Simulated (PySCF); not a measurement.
## Excitation energies in several basis sets

Norbornadiene, C₇H₈.
Geometry (PBE0-D3(BJ)/def2-SVP, Å), atoms numbered from 1 in this order:
```xyz
15
C7H8 angstrom
C      1.320    0.534   -0.464
C      1.225   -0.798   -0.402
C     -0.112   -1.120    0.281
C     -1.230   -0.634   -0.651
C     -1.135    0.697   -0.714
C      0.047    1.104    0.176
C     -0.137    0.050    1.295
H      2.105    1.131   -0.929
H      1.915   -1.540   -0.805
H     -0.219   -2.140    0.671
H     -1.918   -1.285   -1.193
H     -1.727    1.386   -1.318
H      0.088    2.161    0.470
H     -1.097    0.143    1.825
H      0.701    0.023    2.008
```

TDDFT with PBE0 (PySCF), vertical singlets, core orbitals frozen in the response, spherical d and f functions. Geometry: PBE0-D3(BJ)/def2-SVP; no solvent, vibrations or thermal averaging.

```json
{"basis": "6-31G*", "functions": "114", "diffuse": "no", "S1 (eV)": "5.17", "S2 (eV)": "5.93", "S3 (eV)": "7.43", "S4 (eV)": "7.51", "S5 (eV)": "7.66", "LUMO (eV)": "0.14", "α (au)": "61.2"}
{"basis": "def2-SVP", "functions": "138", "diffuse": "no", "S1 (eV)": "5.13", "S2 (eV)": "5.86", "S3 (eV)": "7.31", "S4 (eV)": "7.32", "S5 (eV)": "7.40", "LUMO (eV)": "-0.18", "α (au)": "64.1"}
{"basis": "6-31+G*", "functions": "142", "diffuse": "yes", "S1 (eV)": "4.93", "S2 (eV)": "5.70", "S3 (eV)": "5.79", "S4 (eV)": "6.35", "S5 (eV)": "6.36", "LUMO (eV)": "-0.35", "α (au)": "71.0"}
{"basis": "def2-SVPD", "functions": "204", "diffuse": "yes", "S1 (eV)": "5.00", "S2 (eV)": "5.73", "S3 (eV)": "6.30", "S4 (eV)": "6.92", "S5 (eV)": "7.00", "LUMO (eV)": "-0.38", "α (au)": "72.2"}
{"basis": "aug-cc-pVDZ", "functions": "233", "diffuse": "yes", "S1 (eV)": "4.90", "S2 (eV)": "5.53", "S3 (eV)": "5.66", "S4 (eV)": "6.05", "S5 (eV)": "6.09", "LUMO (eV)": "-0.42", "α (au)": "74.5"}
{"basis": "def2-TZVP", "functions": "265", "diffuse": "no", "S1 (eV)": "4.97", "S2 (eV)": "5.72", "S3 (eV)": "6.85", "S4 (eV)": "7.03", "S5 (eV)": "7.07", "LUMO (eV)": "-0.34", "α (au)": "71.2"}
```

Problem. Compare the sets with the largest diffuse one.

Solution. States are compared by their number. Against the largest diffuse basis here (aug-cc-pVDZ, itself not a converged limit), sets without diffuse functions differ by up to 0.26 eV in S1 and 1.57 eV in S5; the smaller diffuse sets differ by up to 0.10 and 0.91 eV. State by state, the largest deviation of a set without diffuse functions is S1 0.26, S2 0.40, S3 1.78, S4 1.46, S5 1.57 eV. The same number needn't mean the same state in each row. Against aug-cc-pVDZ the polarisability deviates by -18% in 6-31G*, -14% in def2-SVP, -5% in 6-31+G*, -3% in def2-SVPD, -4% in def2-TZVP. A single + in a Pople set puts diffuse functions on heavy atoms only.
